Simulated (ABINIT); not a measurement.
HfB2 in ABINIT: convergence with smearing width

Input of the first run (smearing width 0.272 eV); the others differ in this setting and in those tied to it:

Contents of run.abi:

```
pp_dirpath "./"
pseudos "Hf.GGA_PBE-JTH.xml, B.GGA_PBE-JTH.xml"

acell 3*1.0 Angstrom
rprim
     3.1400000000     0.0000000000     0.0000000000
    -1.5700000000     2.7193197679     0.0000000000
     0.0000000000     0.0000000000     3.4800000000
ntypat 2
znucl 72 5
natom 3
typat 1 2 2
xcart
     0.0000000000     0.0000000000     0.0000000000
     2.9668700160     1.7129232020     3.2881234568
    -0.0000000003     3.4258464046     3.2881234568

ecut 517.016339 eV
pawecutdg 38.0
pawxcdev 0

kptopt 1
ngkpt 10 10 8
nshiftk 1
shiftk 0.0 0.0 0.0

ixc 11

nband 13
occopt 3
tsmear 0.272 eV

nstep 100
tolvrs 1.0e-9

iomode 3
prtwf 0
prtden 0
prteig 0
prtebands 0
enunit 2
```

Potentials or basis: JTH PAW PBE v2.0.

The run is started by

```bash
$ abinit run.abi > log 2>&1
```

Hardware: 1 thread of Arm Neoverse V2, with other jobs on the host.

```csv
smearing width,"energy less the tightest run, at zero smearing (meV/atom)",pressure (GPa),SCF cycles,CPU time (s),peak memory (GiB)
0.272 eV,0.96,1.45,9,17,0.12
0.2 eV,-0.07,1.31,9,16,0.12
0.136 eV,-0.29,1.25,9,16,0.12
0.1 eV,-0.28,1.23,9,16,0.12
0.05 eV,-0.24,1.22,9,16,0.12
0.025 eV,-0.09,1.21,9,16,0.12
0.01 eV,0.00,1.21,9,16,0.12
```

Against the tightest run, the energy stays within 1 meV/atom from 0.272 eV on; the pressure stays within 0.1 GPa from 0.136 eV on. Narrower smearing needs a denser k mesh, so at a fixed mesh the narrowest width isn't the most accurate. The tightest run that finished is the yardstick and may itself not be fully converged.

Spin-orbit coupling is left out, which matters for the levels of Hf.
